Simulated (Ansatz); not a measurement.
# Metal on semiconductor: Si/AlP/CoSi2, part 4 of 5

Wanted: barrier heights, local density of states and T(E) for Si/AlP/CoSi2. The semiconductor is Si diamond(111), undoped, with its far face capped by hydrogen, and the metal is CoSi2 fluorite(111), with AlP zinc blende(111) between them (whole bilayers). After relaxation the nearest pair at the metal is Si–Al at 2.50 Å, along the normal. The common net has a side of 3.868 Å, which strains the semiconductor by +0.0 %, the layer between by -0.7 % and the metal by +2.1 %, against typed lattice constants near PBE's. The first steps treat the bulk crystals alone.

Ansatz 0.2.0; PBE DFT, plane waves, PAW files (the session's first sound run).

So far. Step 4 (Relaxation): The largest force component on a free atom ends at 0.011 eV/Å. At one or more of this run's solves the program warned of density in the dipole ramp over its bound, where dipole, forces and levels can be off. Step 5 (The contact's transmission, atomic planes in the …): The semiconductor's channels close between -0.45 and +0.20 eV. In the worse lead the potential repeats within 29 meV, which the program flags as too much for a lead, so the lead is short or a field runs through it.

## (6) The contact's transmission, atomic planes in the barrier 6, gap between the electrodes 11.98 Å

Level of this step: PBE DFT, plane waves, PAW files; ballistic transmission by layer matching between semi-infinite leads (Ansatz).

System of this step: Si/AlP/CoSi2. The cell holds 54 atoms: 38 Si, 3 P, 3 Al, 9 Co and 1 H. Its edges and angles: a = 3.868 Å, b = 3.868 Å, c = 96.321 Å, α = 90.0°, β = 90.0°, γ = 120.0°. Regions: left electrode, 20 atoms (20 Si); barrier, 6 atoms (3 P and 3 Al); right electrode, 27 atoms (18 Si and 9 Co). Vacuum lies along c.

A thicker layer between them.

The input, input.yaml:

```yaml
crystal:
  lattice:
    - [3.868, 0.0, 0.0]
    - [-1.934, 3.3497862618, 0.0]
    - [0.0, 0.0, 96.3212526758]
  atoms:
    - { symbol: Si, position: [0.66666667, 0.33333333, 0.1609198341] }
    - { symbol: Si, position: [0.0, 0.0, 0.169116452] }
    - { symbol: Si, position: [0.0, 0.0, 0.1937063056] }
    - { symbol: Si, position: [0.33333333, 0.66666667, 0.2019029235] }
    - { symbol: Si, position: [0.33333333, 0.66666667, 0.2264927772] }
    - { symbol: Si, position: [0.66666667, 0.33333333, 0.2346893951] }
    - { symbol: Si, position: [0.66666667, 0.33333333, 0.2592792487] }
    - { symbol: Si, position: [0.0, 0.0, 0.2674758666] }
    - { symbol: Si, position: [0.0, 0.0, 0.2920657203] }
    - { symbol: Si, position: [0.33333333, 0.66666667, 0.3002623382] }
    - { symbol: Si, position: [0.33333333, 0.66666667, 0.3248521918] }
    - { symbol: Si, position: [0.66666667, 0.33333333, 0.3330488097] }
    - { symbol: Si, position: [0.66666667, 0.33333333, 0.3576386634] }
    - { symbol: Si, position: [0.0, 0.0, 0.3658352813] }
    - { symbol: Si, position: [0.0, 0.0, 0.390425135] }
    - { symbol: Si, position: [0.33333333, 0.66666667, 0.3986217528] }
    - { symbol: Si, position: [0.33333333, 0.66666667, 0.4232116065] }
    - { symbol: Si, position: [0.66666667, 0.33333333, 0.4314082244] }
    - { symbol: Si, position: [0.66666667, 0.33333333, 0.4559470431] }
    - { symbol: Si, position: [0.0, 0.0, 0.4637536265] }
    - { symbol: P, position: [0.0, 0.0, 0.4875056628] }
    - { symbol: Al, position: [0.33333333, 0.66666667, 0.4960078209] }
    - { symbol: P, position: [0.33333333, 0.66666667, 0.5204731728] }
    - { symbol: Al, position: [0.66666667, 0.33333333, 0.529099965] }
    - { symbol: P, position: [0.66666667, 0.33333333, 0.5535776577] }
    - { symbol: Al, position: [0.0, 0.0, 0.5621544616] }
    - { symbol: Si, position: [0.0, 0.0, 0.5881577707] }
    - { symbol: Co, position: [0.33333333, 0.66666667, 0.5940921393] }
    - { symbol: Si, position: [0.66666667, 0.33333333, 0.6011293007] }
    - { symbol: Si, position: [0.33333333, 0.66666667, 0.6175843762] }
    - { symbol: Co, position: [0.66666667, 0.33333333, 0.625202073] }
    - { symbol: Si, position: [0.0, 0.0, 0.6328197697] }
    - { symbol: Si, position: [0.66666667, 0.33333333, 0.6492748452] }
    - { symbol: Co, position: [0.0, 0.0, 0.656892542] }
    - { symbol: Si, position: [0.33333333, 0.66666667, 0.6645102388] }
    - { symbol: Si, position: [0.0, 0.0, 0.6809653143] }
    - { symbol: Co, position: [0.33333333, 0.66666667, 0.6885830111] }
    - { symbol: Si, position: [0.66666667, 0.33333333, 0.6962007078] }
    - { symbol: Si, position: [0.33333333, 0.66666667, 0.7126557833] }
    - { symbol: Co, position: [0.66666667, 0.33333333, 0.7202734801] }
    - { symbol: Si, position: [0.0, 0.0, 0.7278911769] }
    - { symbol: Si, position: [0.66666667, 0.33333333, 0.7443462524] }
    - { symbol: Co, position: [0.0, 0.0, 0.7519639492] }
    - { symbol: Si, position: [0.33333333, 0.66666667, 0.7595816459] }
    - { symbol: Si, position: [0.0, 0.0, 0.7760367214] }
    - { symbol: Co, position: [0.33333333, 0.66666667, 0.7836544182] }
    - { symbol: Si, position: [0.66666667, 0.33333333, 0.791272115] }
    - { symbol: Si, position: [0.33333333, 0.66666667, 0.8077271905] }
    - { symbol: Co, position: [0.66666667, 0.33333333, 0.8153448872] }
    - { symbol: Si, position: [0.0, 0.0, 0.822962584] }
    - { symbol: Si, position: [0.66666667, 0.33333333, 0.8394176595] }
    - { symbol: Co, position: [0.0, 0.0, 0.8470353563] }
    - { symbol: Si, position: [0.33333333, 0.66666667, 0.8546530531] }
    - { symbol: H, position: [0.66666667, 0.33333333, 0.1453469469] }
kpoints:
  mp_grid: { grid: [8, 8, 1] }
scf:
  occupations: { method: fermi_dirac, width: 0.1 }
  max_iter: 150
hamiltonian:
  xc: pbe
efield:
  axis: 3
  dipole_correction: true
output:
  transmission:
    kmesh: [12, 12]
    e_range: [-2.5, 2.5]
    de: 0.05
    leads: [[8, 10], [39, 42]]
  dos: { projected: true, e_range: [-6, 5], de: 0.05 }
  write_potential: true
  write_density: true
  volumetric_format: npy
```

The run is started by

```console
$ ansatz run input.yaml --threads 8 --pin off --max-ram 24576MiB --backend cpu --events-out ev --progress --plain --runs-dir out
```

Numbers of over 12 decimals in the logs are rounded to 6 here.

What it wrote:

```text
[...]
Crystal: 54 atoms, lattice volume = 1248.032 Å³
Basis set: ecut = 420 eV, 24597 PW (Γ)
Bands: 219, of which v1, the nominal top of the filled ones, is band 165 counted from 1 (164 counted from 0)
Symmetry: 6 space group operations
[...]
k-points: 10 of 64 (time reversal used)
[...]
SCF iter   1: F=—  HF=-74205.695442 eV  |F-HF|=—  |Δ(HF+E_count)|=         —  Δρ=5.84e-3  dr2=1.79e1  ethr=1.77e-3  p=-0.058 e·Å  D=-8.39e-3 V/Å  ΔV_dip=0.81 eV  dr2_dipole=8.22e0  V_vac-E_F(+/−)=4.59/3.78 eV  ⟨swp⟩=9.9  Hψ=12550  notcnv=0  defer=95
[...]
SCF iter  15: F=-74205.578733 eV  HF=-74205.578733 eV  |F-HF|=2.11e-8  |Δ(HF+E_count)|=   7.86e-8  Δρ=8.98e-7  dr2=4.42e-8  ethr=3.03e-11  p=-0.051 e·Å  D=-7.43e-3 V/Å  ΔV_dip=0.72 eV  dr2_dipole=8.17e-9  V_vac-E_F(+/−)=4.96/4.24 eV  ⟨swp⟩=16.6  Hψ=9260  notcnv=0
SCF 1 converged in 15 iterations: F = -74205.578733 eV  dr2 = 4.42e-8
[...]
transmission: 149 of 1444 steps passed
transmission: 301 of 1444 steps passed
[...]
transmission: 1444 of 1444 steps passed
[...]
SCF converged after 15 iterations
Free energy (F): -74205.578733 eV
[...]
Internal energy: -74205.173169 eV  (E = F + TS)
E sigma→0 (E₀):  -74205.375951 eV
Entropy (-TS):   -0.405564 eV (-7.510 meV/atom)
Fermi energy:    4.997545 eV
Dipole field:    D = -0.007376 V/Å  (p = -0.050875 e·Å, saw-weighted, corrected)
Work function:   Φ+ = 4.9564 eV   Φ− = 4.2459 eV
[...]
--- Band table (eV; the first three rows and the last of 10) ---
  k-point 0: bands = [... 161 lower, 6.0795, 6.1656, 6.1737, 6.2017, 6.2017, 6.3033, 6.3860, 6.4468, ... 50 higher]
  k-point 1: bands = [... 161 lower, 5.8458, 5.9837, 6.1120, 6.1766, 6.2676, 6.4563, 6.4775, 6.4851, ... 50 higher]
  k-point 2: bands = [... 161 lower, 4.9045, 4.9640, 5.2125, 5.4998, 5.5296, 5.5726, 5.7645, 5.8211, ... 50 higher]
  k-point 9: bands = [... 161 lower, 4.2480, 4.3489, 4.4502, 4.5380, 4.5386, 4.5729, 4.5788, 5.0600, ... 50 higher]
--- Transmission ---
  basis      : 121 plane waves across, 76 finite elements along
  points     : 19, standing for a mesh of 12 x 12
[...]
channels       : 0.000000e0 a spin
[...]
slowest decay  : 0.0947 /Å at (0.0000, 0.0000)
[...]
channels       : 1.270833e0 a spin
[...]
slowest decay  : 0.0678 /Å at (0.4167, 0.0833)
  junction   : crystal 0 to crystal 1, 29.71 to 67.85 Å
    transmission   : 0.000000e0 a spin
[...]
```

The job ended after 3.7 min (8 threads of Arm Neoverse V2, shared host; peak memory 9.8 GiB; 27 min of CPU time).

Numbers from this step:

```yaml
free_energy: -74205.5787 eV
fermi_energy: 4.998 eV
potential_step_in_the_lower_lead: 29.9 meV
work_function_upper_face: 4.956 eV
work_function_lower_face: 4.246 eV
dipole_moment: -0.05088 e·Å
dipole_field: -0.007376 V/Å
```

One spin. Table of transmission, zone mean by energy, zero at the Fermi level:

energy (eV), transmission, zone mean and a bar:
```
   -2.400      0.465 ######################
   -2.200      0.216 ##########
   -2.000      0.092 ####
   -1.850      0.158 ########
   -1.800      0.084 ####
   -1.600      0.052 ###
   -1.400      0.009 
   -1.200      0.003 
   -1.000      0.001 
   -0.800      0.001 
   -0.600      0.000 
   -0.400      0.000 
   -0.200      0.000 
    0.000      0.000 
    0.200      0.000 
    0.400      0.000 
    0.600      0.001 
    0.800      0.001 
    1.000      0.002 
    1.200      0.005 
    1.400      0.038 ##
    1.600      0.156 ########
    1.800      0.257 ############
    2.000      0.342 #################
    2.200      0.532 ##########################
    2.400      0.622 ##############################
```

One spin. The open channels, zone mean by energy, zero at the Fermi level:

| energy (eV) | lower lead | upper lead |
| --- | --- | --- |
| -2.400 | 1.63 | 1.15 |
| -2.200 | 1.59 | 1.44 |
| -2.000 | 1.55 | 1.55 |
| -1.800 | 1.34 | 2.10 |
| -1.600 | 1.02 | 1.79 |
| -1.400 | 0.771 | 1.24 |
| -1.200 | 0.646 | 1.72 |
| -1.000 | 0.354 | 1.63 |
| -0.800 | 0.271 | 1.67 |
| -0.600 | 0.146 | 1.94 |
| -0.400 | 0 | 1.79 |
| -0.200 | 0 | 1.60 |
| 0.000 | 0 | 1.27 |
| 0.200 | 0.0417 | 1.23 |
| 0.400 | 0.208 | 0.979 |
| 0.600 | 0.333 | 0.986 |
| 0.800 | 0.583 | 0.681 |
| 1.000 | 0.833 | 0.597 |
| 1.200 | 1.03 | 0.639 |
| 1.400 | 1.36 | 0.569 |
| 1.600 | 1.99 | 0.965 |
| 1.800 | 2.11 | 0.965 |
| 2.000 | 2.28 | 1.22 |
| 2.200 | 1.99 | 1.64 |
| 2.400 | 1.78 | 1.83 |

Projected DOS an atom over height of the atomic layer and energy from the Fermi level. Layers: H Si Si Si Si Si Si Si Si Si Si Si Si Si Si Si Si Si Si Si Si P Al P Al P Al Si Co Si Si Co Si Si Co Si Si Co Si Si Co Si Si Co Si Si Co Si Si Co Si Si Co Si; projections on atoms miss part of the total, and the computed bands can run out at the top of the range; a column is the mean of 4 neighbouring layers, the last of those left over.

Ten even steps from '0' (0.00 states/eV) to '9' (2.53 states/eV), each cell a mean:
```
22322221111100
12222210010111
12211121121111
22222211222211
11222200000002
01111100000001
00000001000001
00000001011112
00000002112113
00000004324324
00000004225227
11110009448459
12222117447446
22222223223224
22222222222223
22222222222222
12222323334332
11222213222221
11111211111110
00001211111110
00000010110010
00000121110110
```
Columns: height of the atomic layer (Å) from 16.1 to 82.0 (not evenly spaced); rows upwards: energy from the Fermi level (eV) from -6 to 3.4.

The semiconductor's channels close between -0.45 and +0.20 eV. In the worse lead the potential repeats within 30 meV, which the program flags as too much for a lead, so the lead is short or a field runs through it.

## (7) T(E) from the semiconductor into the metal, atomic planes in the barrier 8, gap between the electrodes 15.17 Å

System of this step: Si/AlP/CoSi2. The cell holds 56 atoms: 38 Si, 4 P, 4 Al, 9 Co and 1 H. Cell: a = 3.868 Å, b = 3.868 Å, c = 99.510 Å, α = 90.0°, β = 90.0°, γ = 120.0°. Regions: left electrode, 20 atoms (20 Si); barrier, 8 atoms (4 P and 4 Al); right electrode, 27 atoms (18 Si and 9 Co). Vacuum lies along c.

A thicker layer between them.

The input, input.yaml:

```yaml
crystal:
  lattice:
    - [3.868, 0.0, 0.0]
    - [-1.934, 3.3497862618, 0.0]
    - [0.0, 0.0, 99.5099181327]
  atoms:
    - { symbol: Si, position: [0.66666667, 0.33333333, 0.155763368] }
    - { symbol: Si, position: [0.0, 0.0, 0.163697336] }
    - { symbol: Si, position: [0.0, 0.0, 0.1874992399] }
    - { symbol: Si, position: [0.33333333, 0.66666667, 0.1954332078] }
    - { symbol: Si, position: [0.33333333, 0.66666667, 0.2192351117] }
    - { symbol: Si, position: [0.66666667, 0.33333333, 0.2271690797] }
    - { symbol: Si, position: [0.66666667, 0.33333333, 0.2509709836] }
    - { symbol: Si, position: [0.0, 0.0, 0.2589049516] }
    - { symbol: Si, position: [0.0, 0.0, 0.2827068555] }
    - { symbol: Si, position: [0.33333333, 0.66666667, 0.2906408234] }
    - { symbol: Si, position: [0.33333333, 0.66666667, 0.3144427273] }
    - { symbol: Si, position: [0.66666667, 0.33333333, 0.3223766953] }
    - { symbol: Si, position: [0.66666667, 0.33333333, 0.3461785992] }
    - { symbol: Si, position: [0.0, 0.0, 0.3541125671] }
    - { symbol: Si, position: [0.0, 0.0, 0.377914471] }
    - { symbol: Si, position: [0.33333333, 0.66666667, 0.385848439] }
    - { symbol: Si, position: [0.33333333, 0.66666667, 0.4096503429] }
    - { symbol: Si, position: [0.66666667, 0.33333333, 0.4175843109] }
    - { symbol: Si, position: [0.66666667, 0.33333333, 0.4413368152] }
    - { symbol: Si, position: [0.0, 0.0, 0.4488932468] }
    - { symbol: P, position: [0.0, 0.0, 0.4718841801] }
    - { symbol: Al, position: [0.33333333, 0.66666667, 0.4801138976] }
    - { symbol: P, position: [0.33333333, 0.66666667, 0.5037952893] }
    - { symbol: Al, position: [0.66666667, 0.33333333, 0.5121456471] }
    - { symbol: P, position: [0.66666667, 0.33333333, 0.5358389842] }
    - { symbol: Al, position: [0.0, 0.0, 0.544189342] }
    - { symbol: P, position: [0.0, 0.0, 0.5678826791] }
    - { symbol: Al, position: [0.33333333, 0.66666667, 0.5761846504] }
    - { symbol: Si, position: [0.33333333, 0.66666667, 0.6013547174] }
    - { symbol: Co, position: [0.66666667, 0.33333333, 0.6070989269] }
    - { symbol: Si, position: [0.0, 0.0, 0.6139105917] }
    - { symbol: Si, position: [0.66666667, 0.33333333, 0.6298383858] }
    - { symbol: Co, position: [0.0, 0.0, 0.6372119834] }
    - { symbol: Si, position: [0.33333333, 0.66666667, 0.644585581] }
    - { symbol: Si, position: [0.0, 0.0, 0.6605133751] }
    - { symbol: Co, position: [0.33333333, 0.66666667, 0.6678869727] }
    - { symbol: Si, position: [0.66666667, 0.33333333, 0.6752605703] }
    - { symbol: Si, position: [0.33333333, 0.66666667, 0.6911883644] }
    - { symbol: Co, position: [0.66666667, 0.33333333, 0.698561962] }
    - { symbol: Si, position: [0.0, 0.0, 0.7059355597] }
    - { symbol: Si, position: [0.66666667, 0.33333333, 0.7218633537] }
    - { symbol: Co, position: [0.0, 0.0, 0.7292369514] }
    - { symbol: Si, position: [0.33333333, 0.66666667, 0.736610549] }
    - { symbol: Si, position: [0.0, 0.0, 0.7525383431] }
    - { symbol: Co, position: [0.33333333, 0.66666667, 0.7599119407] }
    - { symbol: Si, position: [0.66666667, 0.33333333, 0.7672855383] }
    - { symbol: Si, position: [0.33333333, 0.66666667, 0.7832133324] }
    - { symbol: Co, position: [0.66666667, 0.33333333, 0.79058693] }
    - { symbol: Si, position: [0.0, 0.0, 0.7979605276] }
    - { symbol: Si, position: [0.66666667, 0.33333333, 0.8138883217] }
    - { symbol: Co, position: [0.0, 0.0, 0.8212619193] }
    - { symbol: Si, position: [0.33333333, 0.66666667, 0.828635517] }
    - { symbol: Si, position: [0.0, 0.0, 0.844563311] }
    - { symbol: Co, position: [0.33333333, 0.66666667, 0.8519369087] }
    - { symbol: Si, position: [0.66666667, 0.33333333, 0.8593105063] }
    - { symbol: H, position: [0.66666667, 0.33333333, 0.1406894937] }
kpoints:
  mp_grid: { grid: [8, 8, 1] }
scf:
  occupations: { method: fermi_dirac, width: 0.1 }
  max_iter: 150
hamiltonian:
  xc: pbe
efield:
  axis: 3
  dipole_correction: true
output:
  transmission:
    kmesh: [12, 12]
    e_range: [-2.5, 2.5]
    de: 0.05
    leads: [[8, 10], [41, 44]]
  dos: { projected: true, e_range: [-6, 5], de: 0.05 }
  write_potential: true
  write_density: true
  volumetric_format: npy
```

What it wrote:

```text
[...]
Crystal: 56 atoms, lattice volume = 1289.347 Å³
Basis set: ecut = 420 eV, 25449 PW (Γ)
Bands: 225, of which v1, the nominal top of the filled ones, is band 169 counted from 1 (168 counted from 0)
Symmetry: 6 space group operations
[...]
k-points: 10 of 64 (time reversal used)
[...]
points     : 19, standing for a mesh of 12 x 12
[...]
channels       : 0.000000e0 a spin
[...]
slowest decay  : 0.0946 /Å at (0.0000, 0.0000)
[...]
channels       : 1.270833e0 a spin
[...]
slowest decay  : 0.0678 /Å at (0.4167, 0.0833)
  junction   : crystal 0 to crystal 1, 29.71 to 71.04 Å
    transmission   : 0.000000e0 a spin
[...]
[key lines of the parts left out:]
SCF converged after 18 iterations
Free energy (F): -75500.006986 eV
Fermi energy:    5.037804 eV
Dipole field:    D = -0.007195 V/Å  (p = -0.051266 e·Å, saw-weighted, corrected)
Work function:   Φ+ = 4.9588 eV   Φ− = 4.2428 eV
```

Wall time 4.2 min (8 threads); peak memory 10 GiB.

The semiconductor's channels close between -0.45 and +0.20 eV. In the worse lead the potential repeats within 30 meV, which the program flags as too much for a lead, so the lead is short or a field runs through it.

## (8) Comparing the runs

Times are for 8 threads of Arm Neoverse V2, shared host. The runs compared:

| no. | gap between the electrodes (Å) | potential step in the lower lead (meV) | time | memory (GiB) |
| --- | --- | --- | --- | --- |
| 1 | 8.79 | 28.8 | 3.3 min | 9.3 |
| 2 | 11.98 | 29.9 | 3.7 min | 9.8 |
| 3 | 15.17 | 30.1 | 4.2 min | 10 |

The runs together. Transmission, zone mean against energy, zero at the Fermi level:

| energy (eV) | 8.79 | 11.98 | 15.17 |
| --- | --- | --- | --- |
| -2.50 | 0.627 | 0.470 | 0.346 |
| -2.35 | 0.387 | 0.445 | 0.359 |
| -2.25 | 0.236 | 0.281 | 0.347 |
| -2.10 | 0.120 | 0.168 | 0.203 |
| -1.95 | 0.105 | 0.0905 | 0.124 |
| -1.80 | 0.0916 | 0.0840 | 0.134 |
| -1.70 | 0.0599 | 0.0418 | 0.0720 |
| -1.55 | 0.0465 | 0.0384 | 0.0296 |
| -1.40 | 0.0197 | 0.00914 | 0.00479 |
| -1.30 | 0.0132 | 0.00516 | 0.00216 |
| -1.15 | 0.00685 | 0.00229 | 8.7e-4 |
| -1.00 | 0.00334 | 0.00107 | 3.8e-4 |
| -0.90 | 0.00284 | 8.5e-4 | 2.8e-4 |
| -0.75 | 0.00135 | 4.0e-4 | 1.3e-4 |
| -0.60 | 7.4e-4 | 2.1e-4 | 6.5e-5 |
| -0.45 | 5.9e-5 | 1.9e-5 | 6.7e-6 |
| -0.35 | 0 | 0 | 0 |
| -0.20 | 0 | 0 | 0 |
| -0.05 | 0 | 0 | 0 |
| 0.00 | 0 | 0 | 0 |
| 0.05 | 0 | 0 | 0 |
| 0.20 | 0 | 0 | 0 |
| 0.35 | 0.00189 | 1.4e-4 | 6.6e-5 |
| 0.45 | 0.00230 | 2.3e-4 | 9.5e-5 |
| 0.60 | 0.00633 | 8.1e-4 | 5.0e-4 |
| 0.75 | 0.00607 | 0.00119 | 3.6e-4 |
| 0.90 | 0.0106 | 0.00171 | 2.6e-4 |
| 1.00 | 0.0123 | 0.00205 | 3.6e-4 |
| 1.15 | 0.0135 | 0.00337 | 5.5e-4 |
| 1.30 | 0.0374 | 0.0145 | 0.00464 |
| 1.40 | 0.0444 | 0.0385 | 0.0176 |
| 1.55 | 0.117 | 0.0885 | 0.0904 |
| 1.70 | 0.280 | 0.236 | 0.210 |
| 1.80 | 0.322 | 0.257 | 0.217 |
| 1.95 | 0.382 | 0.329 | 0.283 |
| 2.10 | 0.479 | 0.380 | 0.445 |
| 2.25 | 0.616 | 0.590 | 0.453 |
| 2.35 | 0.700 | 0.578 | 0.585 |
| 2.50 | 0.743 | 0.713 | 0.730 |

(Continued in part 5 of 5.)

[Logs are printed without paths, hosts, clocks, repeated set-up lines and the standing remarks that a program may print on its own settings, such as how far it seeks lower states.]

[Hosts, paths, dates, database ids (printed as entryN), source tags and the programs' standing remarks are cut or masked in the printed files.]
